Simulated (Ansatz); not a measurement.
# TePb (Fm-3m): phonons at finite temperature, part 2 of 3

Wanted: self-consistent phonon frequencies, thermal pressure and a stability verdict for TePb.

Ansatz 0.2.0; DFT PBE, scalar-relativistic, plane waves, PAW; PAW set soft_1.

So far. Step 2 (Probe on a coarse mesh): The start is under 2.2 GPa at this level and looks like an insulator or semiconductor on this mesh. Step 4 (Tight relaxation): The residual pressure is 0.0081 GPa, small enough for phonons. The relaxed cell has a = 6.569 Å (conventional setting).

## 6. Self-consistent phonons

Harmonic theory ignores how far atoms move; here frames sampled at temperature supply the forces, and the run stops at an error target or a frame limit.

input.yaml reads:

```yaml
crystal:
  lattice:
    - [0.0, 3.2847099083, 3.2847099083]
    - [3.2847099083, 0.0, 3.2847099083]
    - [3.2847099083, 3.2847099083, 0.0]
  atoms:
    - { symbol: Te, position: [0.5, 0.5, 0.5] }
    - { symbol: Pb, position: [0.0, 0.0, 0.0] }
kpoints:
  mp_grid: { grid: [4, 4, 4] }
hamiltonian:
  xc: pbe
  pseudopotentials: { kind: paw, azcp: { folder: soft_1 } }
scf:
  occupations: { method: fixed }
  lower_state_search: "off"
output:
  stress: true
  eigenvalues: true
phonons:
  method: fd
  dielectric: false
  supercell: [2, 2, 2]
  temperatures: { t_max: 1000, t_step: 50 }
  qpath:
    path:
      - [[0.0, 0.0, 0.0], [0.5, 0.0, 0.5], [0.625, 0.25, 0.625]]
      - [[0.375, 0.375, 0.75], [0.0, 0.0, 0.0], [0.5, 0.5, 0.5], [0.5, 0.25, 0.75], [0.5, 0.0, 0.5]]
    npoints: 10
  self_consistent:
    temperatures: [50.0, 200.0, 400.0, 800.0]
    max_frames: 96
    max_frequency_error: 3.0
```

Launch:

```bash
$ ansatz run input.yaml --threads 8 --pin off --max-ram 16384MiB --backend cpu --events-out ev --progress --plain --runs-dir out
```

Numbers of over 12 decimals in the logs are rounded to 6 here.

Log:

```text
[...]
Crystal: 16 atoms, lattice volume = 567.037 Å³
Basis set: ecut = 420 eV, 11017 PW (Γ), exchange–correlation on 128×128×128 points (8 copies of the dense FFT grid, shifted against one another)
Bands: 144, of which v1, the nominal top of the filled ones, is band 120 counted from 1 (119 counted from 0)
Symmetry: 384 space group operations
k-points: 3 of 8
[...]
SCF iter   1: F=—  HF=-151117.545755 eV  |F-HF|=—  |Δ(HF+E_count)|=         —  Δρ=9.80e-9  dr2=4.51e-13  ethr=1.00e-12  ⟨swp⟩=3.0  Hψ=1086  notcnv=0
[...]
SCF iter   2: F=-151117.545755 eV  HF=-151117.545755 eV  |F-HF|=2.91e-11  |Δ(HF+E_count)|=  2.91e-11  Δρ=4.49e-9  dr2=8.87e-14  ethr=1.00e-12  ⟨swp⟩=2.7  Hψ=882  notcnv=0
SCF 1 converged in 2 iterations: F = -151117.545755 eV  dr2 = 8.87e-14
[...]
Symmetry: 8 space group operations
k-points: 4 of 8
[...]
SCF iter   7: F=-151117.545750 eV  HF=-151117.545750 eV  |F-HF|=0.00e0  |Δ(HF+E_count)|=  5.82e-11  Δρ=2.20e-8  dr2=6.23e-12  ethr=1.00e-12  ⟨swp⟩=6.5  Hψ=2705  notcnv=0
SCF 2 converged in 7 iterations: F = -151117.545750 eV  dr2 = 6.23e-12
[...]
SCF iter   8: F=-151117.545747 eV  HF=-151117.545747 eV  |F-HF|=2.91e-11  |Δ(HF+E_count)|=  5.82e-11  Δρ=1.33e-8  dr2=3.02e-12  ethr=1.00e-12  ⟨swp⟩=6.8  Hψ=2518  notcnv=0
SCF 3 converged in 8 iterations: F = -151117.545747 eV  dr2 = 3.02e-12
[...]
── the supercell at rest and the probe, ahead of the frames of phonons at temperature ──
Symmetry: 1 space group operations
k-points: 8
[...]
SCF iter   1: F=—  HF=-151121.104184 eV  |F-HF|=—  |Δ(HF+E_count)|=         —  Δρ=2.59e-2  dr2=1.12e1  ethr=3.10e-3  ⟨swp⟩=5.0  Hψ=3788  notcnv=0  defer=152
[...]
SCF iter  10: F=-151117.545755 eV  HF=-151117.545755 eV  |F-HF|=3.20e-10  |Δ(HF+E_count)|=  4.37e-10  Δρ=2.58e-7  dr2=9.15e-10  ethr=1.00e-12  ⟨swp⟩=3.4  Hψ=4163  notcnv=0
SCF 1 converged in 10 iterations: F = -151117.545755 eV  dr2 = 9.15e-10
[...]
SCF iter   1: F=—  HF=-151121.103747 eV  |F-HF|=—  |Δ(HF+E_count)|=         —  Δρ=2.59e-2  dr2=1.12e1  ethr=3.10e-3  ⟨swp⟩=5.0  Hψ=3786  notcnv=0  defer=152
[...]
SCF iter  10: F=-151117.545223 eV  HF=-151117.545223 eV  |F-HF|=8.73e-11  |Δ(HF+E_count)|=   1.02e-8  Δρ=3.34e-7  dr2=9.77e-10  ethr=1.00e-12  ⟨swp⟩=5.0  Hψ=3905  notcnv=0
SCF 2 converged in 10 iterations: F = -151117.545223 eV  dr2 = 9.77e-10
[...]
── population 1 of phonons at temperature: 8 frames at 800 K, the first ──
── frame 1/8 of population 1 ──
[...]
SCF iter   1: F=—  HF=-151117.633053 eV  |F-HF|=—  |Δ(HF+E_count)|=         —  Δρ=2.55e-2  dr2=1.07e1  ethr=3.10e-3  ⟨swp⟩=5.0  Hψ=3537  notcnv=0  defer=152
[...]
SCF iter  12: F=-151114.429847 eV  HF=-151114.429847 eV  |F-HF|=2.33e-10  |Δ(HF+E_count)|=  8.73e-10  Δρ=1.78e-7  dr2=3.69e-10  ethr=1.00e-12  ⟨swp⟩=5.0  Hψ=3859  notcnv=0
SCF 1 converged in 12 iterations: F = -151114.429847 eV  dr2 = 3.69e-10
── frame 2/8 of population 1 ──
SCF iter   1: F=—  HF=-151116.996140 eV  |F-HF|=—  |Δ(HF+E_count)|=         —  Δρ=2.56e-2  dr2=1.08e1  ethr=3.10e-3  ⟨swp⟩=5.6  Hψ=3877  notcnv=0  defer=169
[...]
SCF iter  12: F=-151113.779906 eV  HF=-151113.779906 eV  |F-HF|=2.33e-10  |Δ(HF+E_count)|=   1.08e-9  Δρ=1.84e-7  dr2=3.62e-10  ethr=1.00e-12  ⟨swp⟩=5.0  Hψ=3915  notcnv=0
SCF 1 converged in 12 iterations: F = -151113.779906 eV  dr2 = 3.62e-10
── frame 3/8 of population 1 ──
SCF iter   1: F=—  HF=-151118.713484 eV  |F-HF|=—  |Δ(HF+E_count)|=         —  Δρ=2.58e-2  dr2=1.13e1  ethr=3.10e-3  ⟨swp⟩=5.0  Hψ=3860  notcnv=0  defer=158
[...]
SCF iter  10: F=—  HF=-151115.270021 eV  |F-HF|=—  |Δ(HF+E_count)|=   3.82e-8  Δρ=1.06e-6  dr2=1.48e-8  ethr=4.21e-11  ⟨swp⟩=2.0  Hψ=1946  notcnv=0  defer=174
[...]
SCF iter   6: F=—  HF=-151115.144608 eV  |F-HF|=—  |Δ(HF+E_count)|=   1.05e-4  Δρ=9.20e-5  dr2=8.45e-5  ethr=7.27e-7  ⟨swp⟩=2.0  Hψ=1969  notcnv=0  defer=176
[...]
SCF iter  12: F=-151115.144938 eV  HF=-151115.144938 eV  |F-HF|=5.82e-11  |Δ(HF+E_count)|=   1.57e-9  Δρ=2.02e-7  dr2=4.06e-10  ethr=1.00e-12  ⟨swp⟩=4.8  Hψ=3782  notcnv=0
SCF 1 converged in 12 iterations: F = -151115.144938 eV  dr2 = 4.06e-10
── frame 7/8 of population 11 ──
SCF iter   1: F=—  HF=-151119.044293 eV  |F-HF|=—  |Δ(HF+E_count)|=         —  Δρ=2.62e-2  dr2=1.30e1  ethr=3.10e-3  ⟨swp⟩=5.0  Hψ=3842  notcnv=0  defer=164
[...]
SCF iter  12: F=-151115.375027 eV  HF=-151115.375027 eV  |F-HF|=1.16e-10  |Δ(HF+E_count)|=   1.69e-9  Δρ=2.42e-7  dr2=5.18e-10  ethr=1.00e-12  ⟨swp⟩=5.0  Hψ=3907  notcnv=0
SCF 1 converged in 12 iterations: F = -151115.375027 eV  dr2 = 5.18e-10
── frame 8/8 of population 11 ──
SCF iter   1: F=—  HF=-151119.094614 eV  |F-HF|=—  |Δ(HF+E_count)|=         —  Δρ=2.57e-2  dr2=1.17e1  ethr=3.10e-3  ⟨swp⟩=5.0  Hψ=3867  notcnv=0  defer=158
[...]
SCF iter  12: F=-151115.674217 eV  HF=-151115.674217 eV  |F-HF|=1.46e-10  |Δ(HF+E_count)|=  7.86e-10  Δρ=1.44e-7  dr2=1.53e-10  ethr=1.00e-12  ⟨swp⟩=4.6  Hψ=3765  notcnv=0
SCF 1 converged in 12 iterations: F = -151115.674217 eV  dr2 = 1.53e-10
SCF converged after 12 iterations
Free energy (F): -151115.674217 eV
[...]
Internal energy: -151115.674217 eV  (E = F + TS)
E sigma→0 (E₀):  -151115.674217 eV
Fermi energy:    8.046415 eV
[...]
--- Forces (eV/Å), atoms counted from 1 ---
  atom   1  Te     0.40443389    -0.15169216    -0.22242629
  atom   2  Pb    -0.49452041     0.12559364     0.08024143
  atom   3  Te     0.24092774     0.20221323    -0.17115237
  atom   4  Pb     0.31442299     0.03346112     0.11776763
  atom   5  Te    -0.61393616    -0.13333301     0.43865103
  atom   6  Pb    -1.05708517     0.81498624    -0.07268883
  atom   7  Te     0.38209556     0.08153472     0.51292613
  atom   8  Pb    -2.03629622    -0.33164520    -0.36232354
  atom   9  Te     0.51321625     0.34826324     0.05178864
  atom  10  Pb     0.46261675    -0.27928071    -0.00315660
  atom  11  Te    -0.47137719    -0.24786113    -0.42893316
  atom  12  Pb    -0.59553708     0.42292763    -0.24332673
  atom  13  Te     1.62530274     0.13913528    -0.13005504
  atom  14  Pb    -0.48148914    -0.49322425    -0.18956543
  atom  15  Te     1.57272329    -1.08706965    -0.02204346
[...]
zero-point energy: 0.018661 eV/cell   skipped modes (ω ≤ 0): 6, of them read as no rigid motion or as one in doubt: 3 (3.750e-1 modes/cell left out, lowest -43.21 cm⁻¹)   left out of the sums: 1.25e-1 of the cell's modes: C_V's classical limit lies that fraction below 3 k_B per atom; for a crystal, a wire or a layer, F and S can be off by more, and a phonons.interpolated_qmesh denser along its periods is the remedy for the sampling
--- Phonons at temperature: the self-consistent harmonic approximation ---
  88 frames of 16 atoms (2×2×2 cells), in populations of 8, 8, 16, 8 at 800 K and 8, 8 at 400 K and 8, 8 at 200 K and 8, 8 at 50 K: nothing lacks frames
  the path integrals asked for 7 more solves than the limit allowed
  at 50 K
    the largest error of a frequency is 0.30 times what was asked for; the fitted model misses 10.4 % of the forces, every mode counted alike and far frames for less, of frames that it was not fitted to; the frames count as 15.2 of this Gaussian
    softest of the free energy's second derivatives: 16.50 ± 1.43 cm⁻¹ at q 0.0000 0.0000 0.0000; ahead of this temperature's last population 16.39
    the crystal stands in this phase at this temperature, as far as these wave vectors tell
    the ions' mean positions are those at rest
    free energy -18889.683889 ± 0.000126 eV a cell, of which vibrations 0.009330; entropy 34.567 ± 0.104 J/(mol·K) of cells
      by the supercell's own 45 modes alone, which lack the rigid motions: not to be laid beside figures on a mesh. There are none: the force constants hold no dipole–dipole term between the supercell's wave vectors
      the supercell's own free energy is the best Gaussian's, an upper bound on the crystal's: what lies beyond it on the fitted surface stands below, to be added
    pressure 0.2695 ± 0.0198 GPa; at rest 0.0041, so that the ions' motion makes +0.2654
      stress (GPa, positive in compression): xx 0.2695 ± 0.0198, yy 0.2695 ± 0.0198, zz 0.2695 ± 0.0198, yz 0.0000 ± 0.0000, xz -0.0000 ± 0.0000, xy 0.0000 ± 0.0000
[...]
beyond the Gaussian, in the hollow that it stands in and those that the ions reach from there, by exact statistics on the surface that is fitted to the frames (rings of 6 beads):
      free energy -0.000995 ± 0.000098 eV a cell
      leaving out a pair of frames, or group of many, changes the fitted energy by up to 0.13 k_B T, T the rings' temperature (one standard deviation); of these ± those of the frequencies lack the bias that few frames leave, and those of the mean squares the mean places' part of it
      pressure +0.1098 ± 0.0233 GPa; with it, by the rings' own mean, 0.3796 ± 0.0199, so that the ions' motion makes +0.3755: by the supercell's own 45 modes alone, as the Gaussian's
      mean square displacement, over the three axes, of site 0 from 0, Te, the most changed: 0.01947 ± 0.00051 Å², of which +0.00359 beyond the Gaussian's
      softest frequency by how far the rings' centres move (above zero always: no sign of whether the crystal stands): 14.58 ± 0.35 cm⁻¹ at q 0.0000 0.0000 0.0000
    frequencies (cm⁻¹; below zero: imaginary; ±: error) of the harmonic crystal, of the Gaussian, of the free energy's second derivatives, each in its own ascending order
      q 0.0000 0.0000 0.0000
           -43.21       18.41 ±  0.24       16.50 ±  1.43
           -43.21       18.41 ±  0.24       16.50 ±  1.43
           -43.21       18.41 ±  0.24       16.50 ±  1.43
      q 0.0000 0.0000 0.5000, and 3 like it
            51.56       53.29 ±  0.30       51.11 ±  0.76
            51.56       53.29 ±  0.30       51.11 ±  0.76
            88.04       88.70 ±  0.34       86.35 ±  0.86
            88.81       89.70 ±  0.35       86.35 ±  0.86
            88.81       89.70 ±  0.35       87.17 ±  1.06
           101.56      102.24 ±  0.91      100.50 ±  1.48
      q 0.0000 0.5000 0.5000, and 2 like it
             7.96       19.18 ±  0.18       19.06 ±  0.19
             7.96       19.18 ±  0.18       19.06 ±  0.19
            12.81       24.57 ±  0.27       24.43 ±  0.31
            45.62       59.36 ±  0.60       58.82 ±  0.62
            45.62       59.36 ±  0.60       58.82 ±  0.62
            55.62       68.55 ±  0.78       68.03 ±  0.80
  at 200 K
[...]
the ions' mean positions are those at rest
[...]
pressure 0.5125 ± 0.0121 GPa; at rest 0.0041, so that the ions' motion makes +0.5084
[...]
free energy -0.002383 ± 0.000163 eV a cell
[...]
q 0.0000 0.0000 0.0000
           -43.21       36.59 ±  0.39       32.57 ±  0.76
           -43.21       36.59 ±  0.39       32.57 ±  0.76
           -43.21       36.59 ±  0.39       32.57 ±  0.76
      q 0.0000 0.0000 0.5000, and 3 like it
            51.56       54.67 ±  0.18       51.10 ±  0.33
            51.56       54.67 ±  0.18       51.10 ±  0.33
            88.04       88.85 ±  0.35       85.15 ±  0.52
            88.81       90.54 ±  0.34       85.15 ±  0.52
            88.81       90.54 ±  0.34       85.86 ±  0.47
           101.56      103.58 ±  0.39      100.12 ±  0.60
      q 0.0000 0.5000 0.5000, and 2 like it
             7.96       22.07 ±  0.19       21.74 ±  0.20
             7.96       22.07 ±  0.19       21.74 ±  0.20
            12.81       27.80 ±  0.19       27.42 ±  0.21
            45.62       64.48 ±  0.28       62.48 ±  0.34
            45.62       64.48 ±  0.28       62.48 ±  0.34
            55.62       73.22 ±  0.55       71.14 ±  0.73
  at 400 K
[...]
the ions' mean positions are those at rest
[...]
pressure 0.8274 ± 0.0192 GPa; at rest 0.0041, so that the ions' motion makes +0.8233
[...]
free energy -0.006213 ± 0.000255 eV a cell
[...]
q 0.0000 0.0000 0.0000
           -43.21       48.36 ±  0.39       42.22 ±  0.69
           -43.21       48.36 ±  0.39       42.22 ±  0.69
           -43.21       48.36 ±  0.39       42.22 ±  0.69
      q 0.0000 0.0000 0.5000, and 3 like it
            51.56       55.86 ±  0.31       50.88 ±  0.59
            51.56       55.86 ±  0.31       50.88 ±  0.59
            88.04       88.70 ±  0.26       83.80 ±  0.58
            88.81       91.06 ±  0.29       83.80 ±  0.58
            88.81       91.06 ±  0.29       84.42 ±  0.45
           101.56      104.44 ±  0.49       99.39 ±  0.72
      q 0.0000 0.5000 0.5000, and 2 like it
             7.96       23.50 ±  0.21       23.06 ±  0.25
[...]
at 800 K
[...]
the ions' mean positions are those at rest
[...]
pressure 1.4529 ± 0.0826 GPa; at rest 0.0041, so that the ions' motion makes +1.4488
[...]
in doubt beyond its ±: 1.75 ± 0.43 % of the trajectories left the reach of the fitted surface, and 2.15 % of the rings stand where its energy is uncertain
      8 configuration(s) of the rings are solved and fitted beside the frames
      free energy -0.016685 ± 0.001992 eV a cell
[...]
q 0.0000 0.0000 0.0000
[...]
q 0.0000 0.0000 0.5000, and 3 like it
            51.56       56.97 ±  0.56       49.88 ±  1.47
            51.56       56.97 ±  0.56       49.88 ±  1.47
            88.04       88.91 ±  0.44       81.19 ±  1.51
            88.81       91.23 ±  0.44       81.19 ±  1.51
            88.81       91.23 ±  0.44       82.78 ±  0.98
           101.56      106.42 ±  1.23       99.17 ±  2.02
      q 0.0000 0.5000 0.5000, and 2 like it
             7.96       25.26 ±  0.40       24.63 ±  0.49
             7.96       25.26 ±  0.40       24.63 ±  0.49
            12.81       33.03 ±  0.63       32.05 ±  0.79
            45.62       77.82 ±  0.61       70.87 ±  1.59
            45.62       77.82 ±  0.61       70.87 ±  1.59
            55.62       86.63 ±  1.71       80.21 ±  2.63
[key lines of the parts left out:]
P = ⅓ Tr σ = 2.1882 GPa (21.882 kbar)
```

Elapsed: 12 min, on 8 threads of Arm Neoverse V1, shared host; peak memory 2.7 GiB.

Numbers from this step:

| Quantity | Value |
| --- | --- |
| point group | m-3m |
| frames solved | 96 |
| pressure of the lattice at rest | 0.004113 GPa |

50 K; each column in its own order of rank; one wavevector of each set of like ones; translations left out; no LO-TO term. Modes at 50K, by row:

```csv
q1,q2,q3,rank,harmonic (cm⁻¹),gaussian (cm⁻¹),gaussian error (cm⁻¹),hessian (cm⁻¹),hessian error (cm⁻¹),path integral (cm⁻¹),path integral error (cm⁻¹)
0,0,0,1,-43.2,18.4,0.2,16.5,1.4,14.6,0.4
0,0,0,2,-43.2,18.4,0.2,16.5,1.4,14.6,0.4
0,0,0,3,-43.2,18.4,0.2,16.5,1.4,14.6,0.4
0,0,0.5,1,51.6,53.3,0.3,51.1,0.8,51.5,0.4
0,0,0.5,2,51.6,53.3,0.3,51.1,0.8,51.5,0.4
0,0,0.5,3,88,88.7,0.3,86.4,0.9,85.7,0.5
0,0,0.5,4,88.8,89.7,0.3,86.4,0.9,85.7,0.5
0,0,0.5,5,88.8,89.7,0.3,87.2,1.1,87.3,0.4
0,0,0.5,6,101.6,102.2,0.9,100.5,1.5,100.8,0.9
0,0.5,0.5,1,8,19.2,0.2,19.1,0.2,19.8,0.2
0,0.5,0.5,2,8,19.2,0.2,19.1,0.2,19.8,0.2
0,0.5,0.5,3,12.8,24.6,0.3,24.4,0.3,24.6,0.3
0,0.5,0.5,4,45.6,59.4,0.6,58.8,0.6,60,0.6
0,0.5,0.5,5,45.6,59.4,0.6,58.8,0.6,60,0.6
0,0.5,0.5,6,55.6,68.5,0.8,68,0.8,69.2,0.9
```

200 K; each column in its own order of rank; one wavevector of each set of like ones; translations left out; no LO-TO term. Modes at 200K, by row:

| q1 | q2 | q3 | rank | harmonic (cm⁻¹) | gaussian (cm⁻¹) | gaussian error (cm⁻¹) | hessian (cm⁻¹) | hessian error (cm⁻¹) | path integral (cm⁻¹) | path integral error (cm⁻¹) |
| --- | --- | --- | --- | --- | --- | --- | --- | --- | --- | --- |
| 0 | 0 | 0 | 1 | -43.2 | 36.6 | 0.4 | 32.6 | 0.8 | 31.6 | 0.4 |
| 0 | 0 | 0 | 2 | -43.2 | 36.6 | 0.4 | 32.6 | 0.8 | 31.6 | 0.4 |
| 0 | 0 | 0 | 3 | -43.2 | 36.6 | 0.4 | 32.6 | 0.8 | 31.6 | 0.4 |
| 0 | 0 | 0.5 | 1 | 51.6 | 54.7 | 0.2 | 51.1 | 0.3 | 51 | 0.2 |
| 0 | 0 | 0.5 | 2 | 51.6 | 54.7 | 0.2 | 51.1 | 0.3 | 51 | 0.2 |
| 0 | 0 | 0.5 | 3 | 88 | 88.9 | 0.4 | 85.2 | 0.5 | 84.3 | 0.5 |
| 0 | 0 | 0.5 | 4 | 88.8 | 90.5 | 0.3 | 85.2 | 0.5 | 84.3 | 0.5 |
| 0 | 0 | 0.5 | 5 | 88.8 | 90.5 | 0.3 | 85.9 | 0.5 | 85.8 | 0.4 |
| 0 | 0 | 0.5 | 6 | 101.6 | 103.6 | 0.4 | 100.1 | 0.6 | 99.7 | 0.4 |
| 0 | 0.5 | 0.5 | 1 | 8 | 22.1 | 0.2 | 21.7 | 0.2 | 21.7 | 0.2 |
| 0 | 0.5 | 0.5 | 2 | 8 | 22.1 | 0.2 | 21.7 | 0.2 | 21.7 | 0.2 |
| 0 | 0.5 | 0.5 | 3 | 12.8 | 27.8 | 0.2 | 27.4 | 0.2 | 27.2 | 0.2 |
| 0 | 0.5 | 0.5 | 4 | 45.6 | 64.5 | 0.3 | 62.5 | 0.3 | 62.5 | 0.3 |
| 0 | 0.5 | 0.5 | 5 | 45.6 | 64.5 | 0.3 | 62.5 | 0.3 | 62.5 | 0.3 |
| 0 | 0.5 | 0.5 | 6 | 55.6 | 73.2 | 0.6 | 71.1 | 0.7 | 71.2 | 0.4 |

400 K; each column in its own order of rank; one wavevector of each set of like ones; translations left out; no LO-TO term. Modes at 400K, by row:

| q1 | q2 | q3 | rank | harmonic (cm⁻¹) | gaussian (cm⁻¹) | gaussian error (cm⁻¹) | hessian (cm⁻¹) | hessian error (cm⁻¹) | path integral (cm⁻¹) | path integral error (cm⁻¹) |
| --- | --- | --- | --- | --- | --- | --- | --- | --- | --- | --- |
| 0 | 0 | 0 | 1 | -43.2 | 48.4 | 0.4 | 42.2 | 0.7 | 41.8 | 0.5 |
| 0 | 0 | 0 | 2 | -43.2 | 48.4 | 0.4 | 42.2 | 0.7 | 41.8 | 0.5 |
| 0 | 0 | 0 | 3 | -43.2 | 48.4 | 0.4 | 42.2 | 0.7 | 41.8 | 0.5 |
| 0 | 0 | 0.5 | 1 | 51.6 | 55.9 | 0.3 | 50.9 | 0.6 | 50.2 | 0.4 |
| 0 | 0 | 0.5 | 2 | 51.6 | 55.9 | 0.3 | 50.9 | 0.6 | 50.2 | 0.4 |
| 0 | 0 | 0.5 | 3 | 88 | 88.7 | 0.3 | 83.8 | 0.6 | 81.5 | 0.6 |
| 0 | 0 | 0.5 | 4 | 88.8 | 91.1 | 0.3 | 83.8 | 0.6 | 81.5 | 0.6 |
| 0 | 0 | 0.5 | 5 | 88.8 | 91.1 | 0.3 | 84.4 | 0.4 | 83.4 | 0.5 |
| 0 | 0 | 0.5 | 6 | 101.6 | 104.4 | 0.5 | 99.4 | 0.7 | 98.3 | 0.7 |
| 0 | 0.5 | 0.5 | 1 | 8 | 23.5 | 0.2 | 23.1 | 0.2 | 22.7 | 0.2 |
| 0 | 0.5 | 0.5 | 2 | 8 | 23.5 | 0.2 | 23.1 | 0.2 | 22.7 | 0.2 |
| 0 | 0.5 | 0.5 | 3 | 12.8 | 30.4 | 0.4 | 29.9 | 0.4 | 29.5 | 0.4 |
| 0 | 0.5 | 0.5 | 4 | 45.6 | 69.8 | 0.4 | 66 | 0.6 | 65.7 | 0.5 |
| 0 | 0.5 | 0.5 | 5 | 45.6 | 69.8 | 0.4 | 66 | 0.6 | 65.7 | 0.5 |
| 0 | 0.5 | 0.5 | 6 | 55.6 | 77.3 | 0.9 | 73.6 | 1.2 | 73.8 | 1.1 |

(Part 2 of 3 ends here.)

[Logs are printed without paths, hosts, clocks, repeated set-up lines and the standing remarks that a program may print on its own settings, such as how far it seeks lower states.]

[Hosts, paths, dates, database ids (printed as entryN), source tags and the programs' standing remarks are cut or masked in the printed files.]

[A step with changed settings may run another functional than the one named; its input shows which.]

[Pressures of single members of a volume series are the stress at the run's cutoff; with an incomplete basis they can lie off −dE/dV of the same runs, and they are not shown converged.]
